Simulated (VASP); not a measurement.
Runs of VASP 6.6.1 on C. It takes space group P6_3/mmc (No. 194, hexagonal). Conventional cell: a = 2.522 Å, b = 2.522 Å, c = 8.237 Å, α = 90.00°, β = 90.00°, γ = 120.00°. C (site symmetry 3m) is surrounded by 4 C at 1.54 Å. Around C (site symmetry 3m) lie 4 C at 1.54 Å. This is a hexagonal form of diamond, not graphite.

```tsv
task	level	cell	cutoff (eV)	smearing	gap on the mesh (eV)	pressure (GPa)	relaxed volume (Å³/atom)	largest force (eV/Å)
relaxation of cell and atoms	vdW-DF	relaxed	600	fermi-dirac 0.05 eV	4.75	0.0	5.83	-
single point	PBE	as given	520	gaussian 0.013 eV	4.41	2.9	-	(b)
relaxation of cell and atoms	optPBE-vdW	relaxed	600	fermi-dirac 0.05 eV	4.68	0.0	5.75	0.01
relaxation of cell and atoms	vdW-DF-cx	relaxed	600	fermi-dirac 0.05 eV	(a)	0.0	5.68	0.01
relaxation of cell and atoms	BLYP+D4	relaxed	600	fermi-dirac 0.05 eV	4.88	0.0	5.68	0.01
```

Alike in all rows: potentials or basis VASP PAW PBE potentials, release 64 (C); no spin polarisation; k mesh 12 × 12 × 4.

Question: Fill in the values left out.

Answer: (a) 4.49; (b) 0.33.

Caveats: the PAW data sets were made with another functional, which shifts forces and pressure a little (some runs).

A k mesh can miss the band edges.
